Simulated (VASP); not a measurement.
# Fe in VASP: single point with LDA

Aim: the single point of Fe with LDA.

Program: VASP 6.6.1. These are calculated values, not measurements. Logs are shortened: lines on timing, memory, paths and dates and some standing lists are left out, and cuts for length are marked.

## 1. Starting point

The cell holds a slab with vacuum, 10 atoms: a = 2.746 Å, b = 2.746 Å, c = 27.359 Å, α = 90.00°, β = 90.00°, γ = 90.00°.

The slab is cut from a database's or a generator's crystal, which needn't be the stable form of the element.

## 2. Single point, LDA, collinear spin, ferromagnetic start

File INCAR:

```
SYSTEM = Fe
ALGO = Normal ; AMIX = 0.2
AMIX_MAG = 0.8 ; BMIX = 1E-4
BMIX_MAG = 1E-4 ; DIPOL = 0.5 0.5 0.500
EDIFF = 1E-7 ; ENCUT = 520
ICORELEVEL = 1 ; IDIPOL = 3
ISIF = 2 ; ISMEAR = 1
ISPIN = 2 ; LASPH = .TRUE.
LCHARG = .FALSE. ; LDIPOL = .TRUE.
LMAXMIX = 4 ; LORBIT = 11
LREAL = .FALSE. ; LUSENCCL = .FALSE.
LVACPOTAV = .TRUE. ; LVHAR = .TRUE.
LWAVE = .FALSE. ; MAGMOM = 2.1 2.1 2.1 2.1 2.1 2.1 2.1 2.1 2.1 2.1
NELM = 150 ; PREC = Accurate
SIGMA = 0.1
```

File KPOINTS:

```
k-points
0
G
  14 14 1
  0 0 0
```

File POSCAR:

```
Fe
1.0
    2.7463880000      0.0000000000      0.0000000000
    0.0000000000      2.7463880000      0.0000000000
    0.0000000000      0.0000000000     27.3587460000
Fe
10
Direct
    0.5000000000      0.5000000000      0.2741353700
    0.0000000000      0.0000000000      0.3243275100
    0.5000000000      0.5000000000      0.3745196500
    0.0000000000      0.0000000000      0.4247117900
    0.5000000000      0.5000000000      0.4749039300
    0.0000000000      0.0000000000      0.5250960700
    0.5000000000      0.5000000000      0.5752882100
    0.0000000000      0.0000000000      0.6254803500
    0.5000000000      0.5000000000      0.6756724900
    0.0000000000      0.0000000000      0.7258646300
```

Potentials or basis: VASP PAW LDA potentials, release 64 (Fe).

Command:

```bash
> cat potpaw_LDA.64/Fe/POTCAR > POTCAR
> mpirun -np 1 vasp_std > vasp.out
```

OUTCAR:

```text
SYSTEM = Fe
   AMIX = 0.2
   AMIX_MAG = 0.8
   EDIFF = 1E-7
   ENCUT = 520
   ISIF = 2
   ISMEAR = 1
   ISPIN = 2
   LASPH = .TRUE.
   LORBIT = 11
   LREAL = .FALSE.
   NELM = 150
   PREC = Accurate

 ion  position               nearest neighbor table
   1  0.500  0.500  0.274-   2 2.38   2 2.38   2 2.38   2 2.38   3 2.75
   2  0.000  0.000  0.324-   1 2.38   3 2.38   1 2.38   3 2.38   1 2.38   3 2.38   1 2.38   3 2.38
                             4 2.75
   3  0.500  0.500  0.375-   2 2.38   4 2.38   2 2.38   4 2.38   2 2.38   4 2.38   2 2.38   4 2.38
                             5 2.75   1 2.75
   4  0.000  0.000  0.425-   5 2.38   5 2.38   5 2.38   5 2.38   3 2.38   3 2.38   3 2.38   3 2.38
                             2 2.75   6 2.75
   5  0.500  0.500  0.475-   4 2.38   4 2.38   4 2.38   4 2.38   6 2.38   6 2.38   6 2.38   6 2.38
                             3 2.75   7 2.75
   6  0.000  0.000  0.525-   7 2.38   7 2.38   7 2.38   7 2.38   5 2.38   5 2.38   5 2.38   5 2.38
                             8 2.75   4 2.75
   7  0.500  0.500  0.575-   6 2.38   6 2.38   6 2.38   6 2.38   8 2.38   8 2.38   8 2.38   8 2.38
                             5 2.75   9 2.75
   8  0.000  0.000  0.625-   7 2.38   9 2.38   7 2.38   9 2.38   7 2.38   9 2.38   7 2.38   9 2.38
                             6 2.75  10 2.75
   9  0.500  0.500  0.676-   8 2.38  10 2.38   8 2.38  10 2.38   8 2.38  10 2.38   8 2.38  10 2.38
                             7 2.75
  10  0.000  0.000  0.726-   9 2.38   9 2.38   9 2.38   9 2.38   8 2.75

  LATTYP: Found a simple tetragonal cell.
 ALAT       =     2.7463880000
 C/A-ratio  =     9.9617191744

  Lattice vectors:

 A1 = (   2.7463880000,   0.0000000000,   0.0000000000)
 A2 = (   0.0000000000,   2.7463880000,   0.0000000000)
 A3 = (   0.0000000000,   0.0000000000,  27.3587460000)

Analysis of symmetry for initial positions (statically):
=====================================================================
 Subroutine PRICEL returns:
 Original cell was already a primitive cell.

 Routine SETGRP: Setting up the symmetry group for a
 simple tetragonal supercell.

 Subroutine GETGRP returns: Found 16 space group operations
 (whereof  8 operations were pure point group operations)
 out of a pool of 16 trial point group operations.

The static configuration has the point symmetry C_4v.
 The point group associated with its full space group is D_4h.

Analysis of symmetry for dynamics (positions and initial velocities):
=====================================================================
 Subroutine PRICEL returns:
 Original cell was already a primitive cell.

 Routine SETGRP: Setting up the symmetry group for a
 simple tetragonal supercell.

 Subroutine GETGRP returns: Found 16 space group operations
 (whereof  8 operations were pure point group operations)
 out of a pool of 16 trial point group operations.

The dynamic configuration has the point symmetry C_4v.
 The point group associated with its full space group is D_4h.

Analysis of structural, dynamic, and magnetic symmetry:
=====================================================================
 Subroutine PRICEL returns:
 Original cell was already a primitive cell.

 Routine SETGRP: Setting up the symmetry group for a
 simple tetragonal supercell.

 Subroutine GETGRP returns: Found 16 space group operations
 (whereof  8 operations were pure point group operations)
 out of a pool of 16 trial point group operations.

The overall configuration has the point symmetry C_4v.
 The point group associated with its full space group is D_4h.

 Subroutine INISYM returns: Found 16 space group operations
 (whereof  8 operations are pure point group operations),
 and found     1 'primitive' translations

----------------------------------------------------------------------------------------

                                     Primitive cell

  volume of cell :     206.3574

  direct lattice vectors                    reciprocal lattice vectors
     2.746388000  0.000000000  0.000000000     0.364114612  0.000000000  0.000000000
     0.000000000  2.746388000  0.000000000     0.000000000  0.364114612  0.000000000
     0.000000000  0.000000000 27.358746000     0.000000000  0.000000000  0.036551383

  length of vectors
     2.746388000  2.746388000 27.358746000     0.364114612  0.364114612  0.036551383

  position of ions in fractional coordinates (direct lattice)
[... 106 lines left out ...]
   NELECT =      80.0000    total number of electrons
   NUPDOWN=      -1.0000    fix difference up-down
   EMIN   =  10.00;   EMAX   =-10.00  energy-range for DOS
   EFERMI =   0.00;   METHOD = LEGACY
   ISMEAR =     1;   SIGMA  =   0.10  broadening in eV -4-tet -1-fermi 0-gaus
   EFERMI_NEDOS =   21; number of points for ismear=-14 and -15
   IALGO  =     38    algorithm
   IMIX   =      4    mixing-type and parameters
     AMIX     =   0.20;   BMIX     =  0.00
     AMIX_MAG =   0.80;   BMIX_MAG =  0.00
  volume/ion in A,a.u.               =      20.64       139.26
  Fermi-wavevector in a.u.,A,eV,Ry     =   1.193708  2.255781 19.387475  1.424939
  Thomas-Fermi vector in A             =   2.329716
   LORBIT       =     11    0 simple, 1 ext, 2 COOP (PROOUT), +10 PAW based schemes
   GGA     = CA    functional components
   LHFCALC =     F    Hartree Fock is set to
   AEXX    =    0.0000 exact exchange contribution
   IVDW    =     0    specifies the selected vdW correction
   LEPSILON=     F    determine dielectric tensor
   LRPA    =     F    only Hartree local field effects (RPA)
 spin polarized calculation
 Methfessel and Paxton  Order N= 1 SIGMA  =   0.10
  energy-cutoff  :      520.00
  volume of cell :      206.36
 maximum number of plane-waves:      5604
   NGX = 11   NGY = 11   NGZ =101

 dipolmoment           0.000000      0.000000     -0.000000 electrons x Angstroem

 number of electron      79.9999895 magnetization       9.8530229

 number of electron      79.9999894 magnetization      20.8708704

 dipolmoment           0.000000      0.000000      0.000000 electrons x Angstroem

 Free energy of the ion-electron system (eV)
  ---------------------------------------------------
  ext. energy  EPLUGINS =         0.00000000
  ---------------------------------------------------
  free energy    TOTEN  =       -88.96071798 eV

  energy without entropy =      -88.95214419  energy(sigma->0) =      -88.95786005

 the core state eigenenergies are
   1-  1s  -6956.1308  2s   -807.8051  2p   -688.7593  3s    -84.5495  3p    -51.1654

   2-  1s  -6956.2021  2s   -808.0611  2p   -688.9988  3s    -84.5830  3p    -51.1949

   3-  1s  -6956.3244  2s   -808.2020  2p   -689.1378  3s    -84.7148  3p    -51.3241
[... 11 lines left out ...]
   9-  1s  -6956.2021  2s   -808.0611  2p   -688.9988  3s    -84.5830  3p    -51.1949

  10-  1s  -6956.1308  2s   -807.8051  2p   -688.7593  3s    -84.5495  3p    -51.1654

 E-fermi :   1.3095     XC(G=0):  -7.8741

 val. band max:        1.3088105492   @ k =   0.5000   0.5000   0.0000
 cond. band min:       1.3103315960   @ k =   0.0714   0.0714   0.0000
 fundamental gap:      0.0015210468
 Fermi energy:         1.3094867090

 spin component 1

 k-point     1 :       0.0000    0.0000    0.0000
  band No.  band energies     occupation
      1      -7.6156      1.00000
      2      -7.0479      1.00000
      3      -6.1918      1.00000
      4      -5.1443      1.00000
      5      -4.1391      1.00000
      6      -3.9936      1.00000
[... 1309 lines left out ...]
     51       1.2153      1.01801
     52       1.4842     -0.01655

 [... further k-points ...]

 spin component 2

 k-point     1 :       0.0000    0.0000    0.0000
  band No.  band energies     occupation
      1      -7.2363      1.00000
      2      -6.6546      1.00000
      3      -5.7668      1.00000
      4      -4.6644      1.00000
      5      -3.5209      1.00000
      6      -2.6168      1.00000
[... 1309 lines left out ...]
     51       3.1559     -0.00000
     52       3.2973     -0.00000

 [... further k-points ...]

 [bands above 52 left out]

------------------------ aborting loop because EDIFF is reached ----------------------------------------

  FORCE on cell =-STRESS in cart. coord.  units (eV):
  Direction    XX          YY          ZZ          XY          YZ          ZX
  --------------------------------------------------------------------------------------
  -------------------------------------------------------------------------------------
  Total       -3.6404425     -3.6404425     -1.2951093      0.0000000      0.0000000     -0.0000000
  in kB      -28.2647266    -28.2647266    -10.0553461      0.0000000      0.0000000     -0.0000000
  external PRESSURE =     -22.1949331 kB  Pullay stress =       0.0000000 kB

 VOLUME and BASIS-vectors are now :
 -----------------------------------------------------------------------------
  energy-cutoff  :      520.00
  volume of cell :      206.36
      direct lattice vectors                 reciprocal lattice vectors
     2.746388000  0.000000000  0.000000000     0.364114612  0.000000000  0.000000000
     0.000000000  2.746388000  0.000000000     0.000000000  0.364114612  0.000000000
     0.000000000  0.000000000 27.358746000     0.000000000  0.000000000  0.036551383

 POSITION                                       TOTAL-FORCE (eV/Angst)
 -----------------------------------------------------------------------------------
      1.37319      1.37319      7.50000         0.000000      0.000000      0.349241
      0.00000      0.00000      8.87319         0.000000      0.000000     -0.353754
      1.37319      1.37319     10.24639         0.000000     -0.000000      0.063548
      0.00000      0.00000     11.61958         0.000000     -0.000000     -0.015593
      1.37319      1.37319     12.99278         0.000000     -0.000000     -0.009959
      0.00000      0.00000     14.36597         0.000000     -0.000000      0.009959
      1.37319      1.37319     15.73916         0.000000      0.000000      0.015593
      0.00000      0.00000     17.11236         0.000000      0.000000     -0.063548
      1.37319      1.37319     18.48555         0.000000     -0.000000      0.353754
      0.00000      0.00000     19.85875         0.000000     -0.000000     -0.349241
 -----------------------------------------------------------------------------------
    total drift:                               -0.000000     -0.000000      0.000000

  FREE ENERGIE OF THE ION-ELECTRON SYSTEM (eV)
  ---------------------------------------------------
  free  energy   TOTEN  =       -88.9607179787 eV

  energy  without entropy=      -88.9521441949  energy(sigma->0) =      -88.95786005

 vacuum level on the upper side and lower side of the slab         5.692         5.692

 total charge

# of ion       s       p       d       tot
------------------------------------------
    1        0.476   0.367   6.239   7.081
    2        0.524   0.600   6.357   7.481
    3        0.531   0.617   6.334   7.482
    4        0.529   0.620   6.340   7.488
    5        0.530   0.621   6.335   7.485
    6        0.530   0.621   6.335   7.485
    7        0.529   0.620   6.340   7.488
    8        0.531   0.617   6.334   7.482
    9        0.524   0.600   6.357   7.481
   10        0.476   0.367   6.239   7.081
--------------------------------------------------
tot          5.177   5.649  63.207  74.034

 magnetization (x)

# of ion       s       p       d       tot
------------------------------------------
    1        0.007   0.015   2.599   2.620
    2       -0.015  -0.030   1.847   1.802
    3       -0.006  -0.030   1.957   1.921
    4       -0.009  -0.033   1.921   1.879
    5       -0.008  -0.033   1.979   1.938
    6       -0.008  -0.033   1.979   1.938
    7       -0.009  -0.033   1.921   1.879
    8       -0.006  -0.030   1.957   1.921
    9       -0.015  -0.030   1.847   1.802
   10        0.007   0.015   2.599   2.620
--------------------------------------------------
tot         -0.062  -0.224  20.607  20.322
```

Wall time 71 min (1 × NVIDIA H100 80GB with 1 thread of AMD EPYC 7R13 (Zen 3), shared host); peak memory 1.7 GiB.

What came out:

| Property | Result |
| --- | --- |
| Free energy | -88.9607 eV |
| Largest force | 0.354 eV/Å |
| Band gap on the k mesh | none (metal or under the smearing width) |
| Net moment | 20.87 μB per cell |
| Site moments | Fe +2.62, +1.80, +1.92, +1.88, +1.94 μB |
| Valence electrons inside the program's atomic spheres | Fe 7.08, 7.48, 7.49 |
| Work function of the upper face | 4.38 eV |
| Work function of the lower face | 4.38 eV |

Forces in eV/Å, atoms in the order of the input:
```
Fe   0.000  0.000  0.349
Fe   0.000  0.000 -0.354
Fe   0.000  0.000  0.064
Fe   0.000  0.000 -0.016
Fe   0.000  0.000 -0.010
Fe   0.000  0.000  0.010
Fe   0.000  0.000  0.016
Fe   0.000  0.000 -0.064
Fe   0.000  0.000  0.354
Fe   0.000  0.000 -0.349
```

Levels at points of the mesh, in eV from the Fermi level:
Spin up:
```
           k point  band 48  band 49  band 50  band 51  band 52  band 53
(0.00, 0.00, 0.00)    -0.43    -0.18    -0.18    -0.15     0.12     0.13
(0.50, 0.00, 0.00)     0.35     0.48     0.48     0.54     0.54     0.57
(0.50, 0.50, 0.00)    -0.57     0.00     0.00     1.08     1.08     2.54
```
Spin down:
```
           k point  band 28  band 29  band 30  band 31  band 32  band 33
(0.00, 0.00, 0.00)    -0.36    -0.33    -0.28     0.05     0.05     0.08
(0.50, 0.00, 0.00)    -0.33    -0.27    -0.27     0.08     0.08     0.48
(0.50, 0.50, 0.00)     0.04     1.09     1.09     1.18     1.18     1.28
```

Core levels (eV, on the scale of the bands):
```tsv
atom	levels
1 Fe	1s -6956.1, 2s -807.8, 2p -688.8, 3s -84.5, 3p -51.2
2 Fe	1s -6956.2, 2s -808.1, 2p -689.0, 3s -84.6, 3p -51.2
3 Fe	1s -6956.3, 2s -808.2, 2p -689.1, 3s -84.7, 3p -51.3
4 Fe	1s -6956.3, 2s -808.2, 2p -689.1, 3s -84.7, 3p -51.3
5 Fe	1s -6956.3, 2s -808.2, 2p -689.1, 3s -84.7, 3p -51.3
6 Fe	1s -6956.3, 2s -808.2, 2p -689.1, 3s -84.7, 3p -51.3
```
